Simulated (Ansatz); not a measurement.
**Relaxing Si in the hcp type**

First guess:

```yaml
crystal:
  lattice:
    - [2.51233, 0.00000, 0.00000]
    - [-1.25617, 2.17574, 0.00000]
    - [0.00000, 0.00000, 4.06998]
  atoms:
    - { symbol: Si, position: [0.33333, 0.66667, 0.25000] }
    - { symbol: Si, position: [0.66667, 0.33333, 0.75000] }
```

These are results of Ansatz 0.2.0, DFT, PBE, PAW with Ansatz's default frozen-core files, scalar-relativistic, not measurements.

Cell and atoms relax within the symmetry of the start on a 15×15×8 k mesh with 0.05 eV Fermi–Dirac smearing.

The start is built from a prototype, known or not as a phase of this compound; the cutoff is 420 eV.

Problem. What is the pressure of the first guess?

Solution. 40.6 GPa.

Problem. What does it relax to?

Solution. a = 2.690 Å, b = 2.690 Å, c = 4.573 Å, α = 90.00°, β = 90.00°, γ = 120.00° (conventional cell), 14.32 Å³ per atom:
```xyz
2
Lattice="2.6895 0.0000 0.0000 -1.3448 2.3292 0.0000 0.0000 0.0000 4.5726" Properties=species:S:1:pos:R:3 pbc="T T T"
Si    0.0000    1.5528    1.1431
Si    1.3448    0.7764    3.4294
```

Problem. How much energy does the relaxation release?

Solution. 326 meV/atom.
